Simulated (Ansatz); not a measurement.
# Pressure against volume: Ti

```
Ti
1.0
     0.00000    2.83953    2.83953
     2.83953    0.00000    2.83953
     2.83953    2.83953    0.00000
Ti
2
Direct
  0.00000 0.00000 0.00000
  0.25000 0.25000 0.25000
```

The cell was built from the diamond type and relaxed in the same program, and has space group Fd-3m; it needn't be a known or the stable phase.

All numbers are computed: DFT, PBE, all-electron LAPW, scalar-relativistic (Ansatz 0.2.0); DFT, PBE, PAW with Ansatz's default frozen-core files, scalar-relativistic (Ansatz 0.2.0).

For LAPW: a Γ-centred 11×11×11 k mesh, Fermi–Dirac smearing of 0.05 eV, basis error target 1 meV/atom, no spin polarisation. PAW takes a cutoff of 420 eV at this cell. The Ansatz runs share mesh, smearing and spin set-up. Plane-wave (PAW) pressures include the program's estimate of the Pulay term.

The cell above is scaled evenly, with fractional coordinates and shape held.

```json
{"V/V(cell)": "0.9405", "V (Å³/atom)": "21.533", "P, LAPW (GPa)": "2.23", "P, PAW (GPa)": "2.24", "free energy over the lowest listed, PAW (meV/atom)": "9.4"}
{"V/V(cell)": "0.9700", "V (Å³/atom)": "22.208", "P, LAPW (GPa)": "?", "P, PAW (GPa)": "?", "free energy over the lowest listed, PAW (meV/atom)": "?"}
{"V/V(cell)": "1.0000", "V (Å³/atom)": "22.895", "P, LAPW (GPa)": "-0.03", "P, PAW (GPa)": "-0.01", "free energy over the lowest listed, PAW (meV/atom)": "0.0"}
{"V/V(cell)": "1.0300", "V (Å³/atom)": "23.582", "P, LAPW (GPa)": "-1.04", "P, PAW (GPa)": "-1.02", "free energy over the lowest listed, PAW (meV/atom)": "2.3"}
{"V/V(cell)": "1.0600", "V (Å³/atom)": "24.269", "P, LAPW (GPa)": "-1.88", "P, PAW (GPa)": "-1.87", "free energy over the lowest listed, PAW (meV/atom)": "8.5"}
```

Fill in the row V/V(cell) = 0.9700.

P, LAPW (GPa) = 1.10, P, PAW (GPa) = 1.11, free energy over the lowest listed, PAW (meV/atom) = 2.3.

What do Birch–Murnaghan fits to the pressures give?

LAPW: V0 = 22.88 Å³/atom, B0 = 35 GPa, B0′ = 2.3; PAW: V0 = 22.89 Å³/atom, B0 = 35 GPa, B0′ = 2.3.

PAW's V0 lies 0.05 % from the all-electron value and its B0 -0.1 %. Symmetry fixes shape and coordinates here, so this is the relaxed modulus.
